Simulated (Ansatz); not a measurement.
# interstitial O in Al: molecular dynamics, part 2 of 2

Purpose: to see whether the interstitial stays in its void or moves on. The start is relaxed first. Runs: 200 steps of 1 fs under a Langevin thermostat at 600 K; 200 steps of 4 fs at constant energy, with velocities drawn for 840 K. The host cell (fcc) has 32 atoms; the extra atom is the last.

Ansatz 0.2.0; DFT PBE+D3(BJ), plane waves, PAW, scalar-relativistic, no spin polarisation. Earlier steps stand in the parts before.

## 8. Run 2

200 steps of 4 fs at constant energy, with velocities drawn for 840 K, starting from the last frame of an earlier run, with new velocities.

input.yaml

```yaml
crystal:
  lattice:
    - [8.1, 0.0, 0.0]
    - [0.0, 8.1, 0.0]
    - [0.0, 0.0, 8.1]
  atoms:
    - { symbol: Al, position: [0.54942049, -0.01069151, -0.00227863] }
    - { symbol: Al, position: [0.78378597, 0.25080082, 0.00580274] }
    - { symbol: Al, position: [0.76117239, -0.00177724, 0.25879065] }
    - { symbol: Al, position: [0.00624202, 0.01544371, 0.01118714] }
    - { symbol: Al, position: [0.27467077, 0.23388734, 0.00953948] }
    - { symbol: Al, position: [0.49431673, 0.48816087, 0.01831242] }
    - { symbol: Al, position: [0.78417401, 0.73186303, 0.01757425] }
    - { symbol: Al, position: [0.2650924, 0.02157414, 0.26137619] }
    - { symbol: Al, position: [0.50140574, 0.24198076, 0.25098245] }
    - { symbol: Al, position: [0.76077624, 0.4807699, 0.24245496] }
    - { symbol: Al, position: [0.53641582, 0.02421947, 0.490052] }
    - { symbol: Al, position: [0.76248472, 0.23940932, 0.52194659] }
    - { symbol: Al, position: [0.7538492, -0.00380884, 0.74463589] }
    - { symbol: Al, position: [0.03645572, 0.49152719, 0.02177974] }
    - { symbol: Al, position: [0.26294743, 0.74580851, -0.01462116] }
    - { symbol: Al, position: [-0.0146299, 0.25430227, 0.26398122] }
    - { symbol: Al, position: [0.25476338, 0.51210145, 0.29421348] }
    - { symbol: Al, position: [0.51081678, 0.74545854, 0.25432912] }
    - { symbol: Al, position: [0.01085336, -0.01445533, 0.51765648] }
    - { symbol: Al, position: [0.2572756, 0.25762203, 0.49568325] }
    - { symbol: Al, position: [0.52083772, 0.51735584, 0.51496962] }
    - { symbol: Al, position: [0.74257524, 0.77168419, 0.50913415] }
    - { symbol: Al, position: [0.29025963, 0.03408933, 0.74558311] }
    - { symbol: Al, position: [0.52783305, 0.24253367, 0.74263612] }
    - { symbol: Al, position: [0.77104479, 0.48060637, 0.7775781] }
    - { symbol: Al, position: [0.05521394, 0.7607789, 0.25555854] }
    - { symbol: Al, position: [-0.00293407, 0.51720544, 0.50749388] }
    - { symbol: Al, position: [0.27789471, 0.77873592, 0.53728239] }
    - { symbol: Al, position: [0.02852076, 0.24467654, 0.75442295] }
    - { symbol: Al, position: [0.28336986, 0.48729665, 0.77450623] }
    - { symbol: Al, position: [0.53852758, 0.74203465, 0.77083279] }
    - { symbol: Al, position: [-0.0013992, 0.76139335, 0.77077669] }
    - { symbol: O, position: [0.14787278, 0.63722798, 0.64228308] }
basis:
  ecutwfc: 420.0
kpoints:
  mp_grid: { grid: [2, 2, 2] }
hamiltonian:
  xc: pbe
  dispersion: d3bj
scf:
  occupations: { method: fermi_dirac, width: 0.15 }
  lower_state_search: "off"
  max_iter: 71
md:
  timestep: 4
  n_steps: 200
  ensemble: nve
  temperature: 840.0
  initial_velocities: maxwell_boltzmann
  seed: 373422
```

Run with:

```console
> ansatz run input.yaml --threads 2 --pin off --max-ram 5120MiB --backend cpu --events-out ev --progress --plain --runs-dir out
```

The log of the run, shortened:

```text
Warning: md: disabling space-group detection — thermal motion breaks the input geometry's symmetry, so no spatial operation reduces the k-mesh or symmetrises the density; time reversal is kept, so that k and −k are solved as one point where they differ and the mesh holds both, and exact [...]
Warning: RAYON_NUM_THREADS=2 ignored (pool sized by the plan → 2); use --threads N
band count auto-derived: 86 (N_el = 102.0; filled up to band 51; 84 by the electrons, moments and atoms)
[...]
Pseudopotentials: kind: paw
Pseudopotential: Al, paw, valence charge 3, recommended cutoff 420 eV (normal), Al.paw.azcp
[...]
md step    16: t =    64.00 fs  T =   679.6 K  F+E_penalty+E_count = -17776.85786945 eV  E_kin = 2.811040 eV  conserved = -17774.04682926 eV  (6 SCF iters, 3 dispersion substeps)
[...]
md step    24: t =    96.00 fs  T =   701.8 K  F+E_penalty+E_count = -17776.94718130 eV  E_kin = 2.902703 eV  conserved = -17774.04447786 eV  (5 SCF iters, 3 dispersion substeps)
[...]
md step    31: t =   124.00 fs  T =   785.0 K  F+E_penalty+E_count = -17777.29418652 eV  E_kin = 3.247171 eV  conserved = -17774.04701516 eV  (4 SCF iters, 3 dispersion substeps)
md step    32: t =   128.00 fs  T =   834.6 K  F+E_penalty+E_count = -17777.50425289 eV  E_kin = 3.452353 eV  conserved = -17774.05189939 eV  (4 SCF iters, 3 dispersion substeps)
```

## 9. More of the same log: dynamics from the last frame of the run before

The log, continued, shortened:

```text
md step    33: t =   132.00 fs  T =   858.7 K  F+E_penalty+E_count = -17777.60785574 eV  E_kin = 3.551874 eV  conserved = -17774.05598214 eV  (5 SCF iters, 3 dispersion substeps)
[...]
md step    51: t =   204.00 fs  T =   597.5 K  F+E_penalty+E_count = -17776.51276619 eV  E_kin = 2.471341 eV  conserved = -17774.04142549 eV  (4 SCF iters, 3 dispersion substeps)
[...]
  atom   4  Al    -0.17671148     0.37616693     0.45052710
  atom   5  Al     0.49054309    -0.56029511    -0.25299354
  atom   6  Al     0.01233685    -0.23945091     0.39595042
  atom   7  Al     0.10350096     0.45330562     0.01683775
  atom   8  Al    -0.15352313    -0.05756529    -0.27848415
[...]
--- MD trajectory: 200 steps, t = 0.0 → 800.0 fs ---
  final state: T = 708.3 K   F+E_penalty+E_count = -17776.97237747 eV   E_kin = 2.929652 eV
  conserved energy: peak-to-peak 2.528e-2 eV (7.659e-4 eV/atom) over 800.0 fs
```

It took 15 min on 2 threads of AMD EPYC 9R14 (Zen 4), shared host; peak memory 1.3 GiB.

## 10. What the atoms did

The trajectory, every 8 steps (energies from step 0); msd is the mean square displacement from the start, the centre of mass held:

```tsv
time (fs)	T (K)	potential energy change (meV/atom)	total energy change (meV/atom)	msd Al (Å²)	msd O (Å²)
0.0	840	0.0	0.00	0.000	0.000
32.0	611	28.9	0.18	0.063	0.039
64.0	680	20.1	0.03	0.116	0.050
96.0	702	17.4	0.10	0.121	0.088
128.0	835	0.5	-0.13	0.119	0.065
160.0	686	19.3	-0.04	0.118	0.080
192.0	520	40.3	0.24	0.102	0.065
224.0	880	-5.2	-0.27	0.056	0.010
256.0	716	15.7	0.09	0.068	0.021
288.0	710	16.3	-0.01	0.100	0.049
320.0	621	27.5	0.04	0.113	0.018
352.0	720	15.2	0.20	0.095	0.098
384.0	675	20.8	0.13	0.094	0.019
416.0	692	18.5	0.03	0.090	0.010
448.0	759	10.2	0.07	0.082	0.018
480.0	714	15.8	0.05	0.090	0.041
512.0	679	20.2	0.03	0.118	0.076
544.0	652	23.5	-0.08	0.133	0.100
576.0	698	17.9	0.07	0.119	0.049
608.0	692	18.8	0.25	0.094	0.035
640.0	705	17.1	0.14	0.092	0.011
672.0	658	22.9	0.13	0.104	0.029
704.0	676	20.7	0.15	0.105	0.090
736.0	721	15.0	0.10	0.108	0.063
768.0	722	14.9	0.07	0.111	0.006
800.0	708	16.7	0.15	0.103	0.092
```

time (fs), T (K) and a bar:
```
      0.0        840 ##############################
     36.0        597 ########
     68.0        657 ##############
    104.0        635 ############
    140.0        795 ##########################
    172.0        627 ###########
    208.0        658 ##############
    244.0        763 #######################
    280.0        685 ################
    312.0        504 
    348.0        713 ###################
    384.0        675 ###############
    416.0        692 #################
    452.0        780 #########################
    488.0        694 #################
    520.0        639 ############
    556.0        617 ##########
    592.0        716 ###################
    628.0        834 ##############################
    660.0        596 ########
    696.0        726 ####################
    732.0        706 ##################
    764.0        717 ###################
    800.0        708 ##################
```

Pair distribution over the second half of the run:

```tsv
r (Å)	g Al–Al	g Al–O
0.68	0.00	0.00
0.84	0.00	0.00
1.00	0.00	0.00
1.16	0.00	0.00
1.32	0.00	0.00
1.48	0.00	0.00
1.64	0.00	0.10
1.80	0.00	3.59
1.96	0.00	4.23
2.12	0.00	1.02
2.28	0.00	0.07
2.44	0.20	0.00
2.60	1.82	0.00
2.76	4.17	0.00
2.92	3.76	0.08
3.08	1.80	0.62
3.24	0.58	2.30
3.40	0.17	3.14
3.56	0.12	1.78
3.72	0.31	0.58
3.88	0.71	0.13
```

First peaks of g(r) that rise above 1 (not always the tallest), and, where a minimum follows, the mean number of second-named atoms round a first-named one up to the next minimum:

```tsv
pair	peak (Å)	height	minimum (Å)	neighbours
Al–Al	2.84	4.4	3.56	12.1
Al–O	1.88	5.2	2.36	0.1
```

Maxima of the velocity power spectrum (cm⁻¹, relative height; resolution about 83 cm⁻¹): 150 (100), 250 (83).

## 11. Snapshots as a file

Positions (Å) and forces (eV/Å):

```xyz
33
Lattice="8.100 0.000 0.000 0.000 8.100 0.000 0.000 0.000 8.100" Properties=species:S:1:pos:R:3:forces:R:3 pbc="T T T" time_fs=268.0 T=678 dE=0.6761
Al    4.258   -0.035    0.057   -0.134   -0.574   -0.083
Al    6.200    1.846    0.080    0.481    0.608   -0.007
Al    6.145   -0.146    2.020   -0.288    0.411    0.938
Al    0.056    0.099    0.304    0.489   -0.313   -0.334
Al    2.170    1.689    0.119   -0.398    1.049    0.258
Al    4.116    4.203    0.081    0.807    0.174    0.132
Al    6.296    6.120    0.059   -0.254   -0.767   -0.145
Al    2.181    0.039    2.218   -0.134    0.838   -0.885
Al    4.107    2.091    1.774   -0.121   -0.326    1.099
Al    5.892    3.946    2.218    0.666    0.241   -1.091
Al    4.000    0.290    4.221    1.121   -0.272   -0.418
Al    6.159    2.032    4.139    0.172   -0.662    0.054
Al    6.191   -0.086    5.972    0.321    0.669    0.042
Al    0.309    4.076    0.169   -0.561    0.087   -0.445
Al    2.206    6.219    0.165   -0.186    0.076   -0.524
Al   -0.005    2.255    1.984    0.464   -1.020    0.369
Al    2.136    4.324    2.130    0.261   -1.326    0.120
Al    4.067    6.039    2.096    1.053    0.574    0.062
Al    0.199    0.047    4.066   -0.590    0.304   -0.181
Al    2.268    2.170    4.183   -0.734   -0.334   -0.456
Al    4.179    3.896    4.242    0.108    0.788    0.128
Al    6.270    5.887    3.923   -0.317    0.631    0.611
Al    2.141    0.057    6.216    0.938   -0.743   -0.273
Al    4.343    2.040    6.398   -0.307   -0.086   -0.682
Al    6.414    3.876    6.245   -0.263    0.322    0.058
Al    0.181    6.086    2.106   -0.465    0.176   -0.247
Al    0.122    3.914    3.991    0.063    0.569    0.856
Al    2.198    6.344    3.982   -0.190   -1.333    1.439
Al    0.366    1.820    6.124   -1.246    0.900    0.243
Al    2.312    3.866    6.411   -0.883    0.766   -0.972
Al    4.323    6.279    5.884   -0.561   -0.924    0.448
Al    0.198    6.365    6.221   -0.005   -0.841   -0.065
O     1.079    4.990    5.249    0.695    0.336   -0.049
33
Lattice="8.100 0.000 0.000 0.000 8.100 0.000 0.000 0.000 8.100" Properties=species:S:1:pos:R:3:forces:R:3 pbc="T T T" time_fs=532.0 T=620 dE=0.9144
Al    4.203   -0.020    0.264   -0.226   -0.064   -0.784
Al    6.237    1.939    0.174    0.003    0.807   -0.730
Al    6.171    0.147    1.923   -0.335   -1.073    1.712
Al   -0.083   -0.062    0.275    1.756    0.911   -0.495
Al    2.041    1.843    0.083   -0.515    0.191   -0.119
Al    4.492    4.363   -0.098   -0.008   -0.192    1.231
Al    6.396    6.181    0.003   -1.348   -0.466   -0.090
Al    2.102    0.057    2.216    0.178    0.762   -0.315
Al    4.061    2.225    1.842   -0.448   -0.852    0.216
Al    5.881    3.971    2.135    1.624    0.195   -0.167
Al    4.197    0.051    4.018    0.388    0.081   -0.181
Al    6.099    1.882    3.937    0.078    0.284    0.622
Al    6.177    0.021    6.075   -0.587    0.009    0.213
Al   -0.142    4.053    0.121    0.880   -0.569    0.326
Al    2.150    6.390    0.339    0.029   -0.544   -0.683
Al    0.179    2.004    2.220   -0.017    0.189   -0.689
Al    2.137    4.120    1.866    0.016   -0.081    0.112
Al    4.337    5.992    2.271   -0.377    0.603   -0.380
Al    0.148   -0.002    4.007   -0.148   -0.195    0.436
Al    2.224    2.174    4.191   -0.275   -1.003   -0.160
Al    4.124    3.859    4.085    0.510    0.677    0.420
Al    6.377    6.195    4.178   -0.292   -0.557    0.021
Al    2.493    0.118    5.984   -0.597   -0.354    0.605
Al    4.181    2.247    6.449    0.169   -0.722   -0.680
Al    6.423    3.818    6.141   -0.632    0.585   -0.694
Al   -0.034    5.812    2.087    0.246    0.573    0.281
Al    0.116    3.915    4.056   -0.119    0.343    0.420
Al    2.137    6.228    3.974    0.132   -0.873    0.457
Al    0.013    1.764    6.079    0.778    0.185    0.214
Al    2.353    4.250    6.605   -0.429   -0.849    0.552
Al    4.280    5.958    5.990    0.625    0.954   -0.313
Al    0.344    6.239    6.329   -0.009   -0.066   -0.543
O     1.391    4.846    5.219   -1.048    1.112   -0.815
33
Lattice="8.100 0.000 0.000 0.000 8.100 0.000 0.000 0.000 8.100" Properties=species:S:1:pos:R:3:forces:R:3 pbc="T T T" time_fs=800.0 T=708 dE=0.5498
Al    4.197    0.025   -0.150    0.172    0.208    1.027
Al    6.189    1.937    0.018   -0.026   -0.007    0.321
Al    6.206    0.059    2.176    0.381   -0.386   -1.019
Al    0.249    0.147    0.179   -0.177    0.376    0.451
Al    1.939    2.216    0.200    0.490   -0.560   -0.253
Al    4.318    4.028   -0.010    0.012   -0.239    0.396
Al    6.191    5.968    0.028    0.103    0.453    0.017
Al    2.150    0.134    2.212   -0.153   -0.058   -0.279
Al    4.050    2.008    1.977    0.125    0.137   -0.006
Al    6.111    3.950    2.182    0.163    0.126   -0.411
Al    4.311   -0.004    4.022   -0.374    0.063    0.092
Al    6.013    1.896    3.964    0.515    0.741    0.463
Al    6.232    0.013    6.163   -0.068   -0.651   -0.135
Al   -0.074    3.936    0.002    0.385    0.357    0.498
Al    2.482    6.005    0.384   -0.551    0.560   -0.400
Al    0.132    2.056    2.471   -0.385   -0.693   -1.367
Al    1.881    4.103    2.160    0.726   -0.268   -0.331
Al    4.458    6.079    2.133   -0.084   -0.049   -0.500
Al    0.129   -0.110    4.231    0.002   -0.298   -0.843
Al    2.016    2.208    4.276    1.036   -0.666    0.113
Al    4.085    3.926    4.086    0.235    0.437   -0.050
Al    6.112    6.009    4.196    0.670   -0.092   -0.044
Al    2.484   -0.036    5.963   -0.862    1.091    0.236
Al    4.346    2.051    5.974   -0.610   -0.151    0.620
Al    6.299    3.958    6.137   -0.537    0.271   -0.411
Al    0.065    6.119    1.998   -0.071    0.043    0.141
Al    0.046    4.016    4.149   -0.269    1.108    0.552
Al    2.471    6.154    3.885   -0.728   -0.211    0.419
Al   -0.019    1.801    5.878    0.324    1.109    1.122
Al    2.193    4.231    6.430   -0.095   -0.334   -0.835
Al    4.248    6.146    6.098    0.340   -0.726    0.139
Al    0.448    6.377    6.527   -0.547   -0.689   -0.542
O     1.151    5.393    5.013   -0.140   -1.002    0.820
```

Reading of run 2. The temperature starts at 840 K and averages 695 K in the second half, where it ranges from 587 to 834 K. The total energy strays from its start by at most 0.50 meV/atom, 0.6 % of the mean kinetic energy, which is good for a step of 4 fs. The farthest move is 0.70 Å, against a mean nearest distance of 2.6 Å at the start: no atom has changed site so far. The interstitial O33 strays up to 0.41 Å from where this run began and ends 0.31 Å from it (the host's drift taken out), so it has kept its site.

## 12. Outcome

What follows sums up all 2 parts.

| quantity | value |
| --- | --- |
| relaxation of the start | 3 moves, 0.974 eV lower |
| run 1: length | 200 steps of 1 fs |
| run 1: temperature, first and last step | 582 and 471 K |
| run 1: temperature, second half | mean 471 K, from 415 to 562 K |
| run 1: potential energy, second half | +55 meV/atom from this run's first step |
| run 1: mean square displacement, second half | O 0.046, Al 0.031 Å² |
| run 2: length | 200 steps of 4 fs |
| run 2: temperature, first and last step | 840 and 708 K |
| run 2: temperature, second half | mean 695 K, from 587 to 834 K |
| run 2: potential energy, second half | +18 meV/atom from this run's first step |
| run 2: largest change of the total energy | 0.50 meV/atom |
| run 2: mean square displacement, second half | Al 0.104, O 0.048 Å² |

**Reading.** Mean temperatures of the second halves: 471 K, 695 K. In the last run: the interstitial O33 strays up to 0.41 Å from where this run began and ends 0.31 Å from it (the host's drift taken out), so it has kept its site. Averages from a run of 800 fs with 33 atoms are rough.
